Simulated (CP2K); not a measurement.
BaTiO3:

```xyz
10
Lattice="5.6553 0.0000 0.0000 2.8277 4.8977 0.0000 2.8277 1.6326 4.6355" Properties=species:S:1:pos:R:3 pbc="T T T"
Ba   10.6806    6.3296    4.5142
Ba    6.1031    3.7755    1.6175
Ti    9.0427    4.7285    3.6268
Ti    2.8023    1.5159    1.6036
O     4.5925    3.8207    4.3690
O     4.1758    0.8943    1.6723
O     4.7273    1.9859    0.0907
O     6.5955    1.1547    2.6004
O     5.7995    4.9297    0.2453
O     7.6894    3.5164    2.5414
```

The cell isn't the ideal one: all atoms moved at random.

Base run:

- Program: CP2K 2026.2
- Functional: PBE
- Potentials or basis: POTENTIAL_UZH Ba GTH-PBE0-q10, Ti GTH-PBE0-q12, O GTH-PBE0-q6; DZVP-MOLOPT-SR-GTH basis
- Density cutoff: 8163 eV
- k mesh: 5 × 5 × 5
- Occupations: fermi-dirac, width 0.05 eV
- Spin: no spin polarisation

Its results: band gap on the k mesh 0.33 eV, indirect (least direct gap 0.40 eV); pressure 76.4 GPa; largest force 26.037 eV/Å.

Q: After a change of settings the same cell gave: band gap on the k mesh 0.34 eV, indirect (least direct gap 0.40 eV); pressure 73.2 GPa; largest force 25.431 eV/Å. Which change was it?
A. potentials or basis from POTENTIAL_UZH Ba GTH-PBE0-q10, Ti GTH-PBE0-q12, O GTH-PBE0-q6; DZVP-MOLOPT-SR-GTH basis to GTH_POTENTIALS Ba GTH-BLYP-q10, Ti GTH-BLYP-q12, O GTH-BLYP-q6; DZVP-MOLOPT-SR-GTH basis; potentials from Ba GTH-PBE0-q10 of POTENTIAL_UZH, Ti GTH-PBE0-q12 of POTENTIAL_UZH, O GTH-PBE0-q6 of POTENTIAL_UZH to Ba GTH-BLYP-q10 of GTH_POTENTIALS, Ti GTH-BLYP-q12 of GTH_POTENTIALS, O GTH-BLYP-q6 of GTH_POTENTIALS
B. potentials or basis from POTENTIAL_UZH Ba GTH-PBE0-q10, Ti GTH-PBE0-q12, O GTH-PBE0-q6; DZVP-MOLOPT-SR-GTH basis to GTH_POTENTIALS Ba GTH-PADE-q10, Ti GTH-PADE-q12, O GTH-PADE-q6; DZVP-MOLOPT-SR-GTH basis; potentials from Ba GTH-PBE0-q10 of POTENTIAL_UZH, Ti GTH-PBE0-q12 of POTENTIAL_UZH, O GTH-PBE0-q6 of POTENTIAL_UZH to Ba GTH-PADE-q10 of GTH_POTENTIALS, Ti GTH-PADE-q12 of GTH_POTENTIALS, O GTH-PADE-q6 of GTH_POTENTIALS
C. potentials or basis from POTENTIAL_UZH Ba GTH-PBE0-q10, Ti GTH-PBE0-q12, O GTH-PBE0-q6; DZVP-MOLOPT-SR-GTH basis to GTH_POTENTIALS Ba GTH-PBE-q10, Ti GTH-PBE-q12, O GTH-PBE-q6; DZVP-MOLOPT-SR-GTH basis; potentials from Ba GTH-PBE0-q10 of POTENTIAL_UZH, Ti GTH-PBE0-q12 of POTENTIAL_UZH, O GTH-PBE0-q6 of POTENTIAL_UZH to Ba GTH-PBE-q10 of GTH_POTENTIALS, Ti GTH-PBE-q12 of GTH_POTENTIALS, O GTH-PBE-q6 of GTH_POTENTIALS
D. potentials or basis from POTENTIAL_UZH Ba GTH-PBE0-q10, Ti GTH-PBE0-q12, O GTH-PBE0-q6; DZVP-MOLOPT-SR-GTH basis to POTENTIAL_UZH Ba GTH-SCAN-q10, Ti GTH-SCAN-q12, O GTH-SCAN-q6; DZVP-MOLOPT-SR-GTH basis; potentials from Ba GTH-PBE0-q10 of POTENTIAL_UZH, Ti GTH-PBE0-q12 of POTENTIAL_UZH, O GTH-PBE0-q6 of POTENTIAL_UZH to Ba GTH-SCAN-q10 of POTENTIAL_UZH, Ti GTH-SCAN-q12 of POTENTIAL_UZH, O GTH-SCAN-q6 of POTENTIAL_UZH

A: B.

Caveats: a pressure of tens of GPa on the cell as given is suspect, and the run, the potentials or the cell itself is likely at fault; spin-orbit coupling is left out, which moves the levels of the heavy elements; an odd mesh through Γ misses points on the zone boundary, where band edges often lie; the basis of atomic orbitals isn't converged, which shifts pressures, moduli and gaps; forces of over 1 eV/Å show positions far from the minimum, so gaps and moduli don't describe the material at rest (some runs); the potentials were made for another functional, which shifts forces and pressure (some runs).
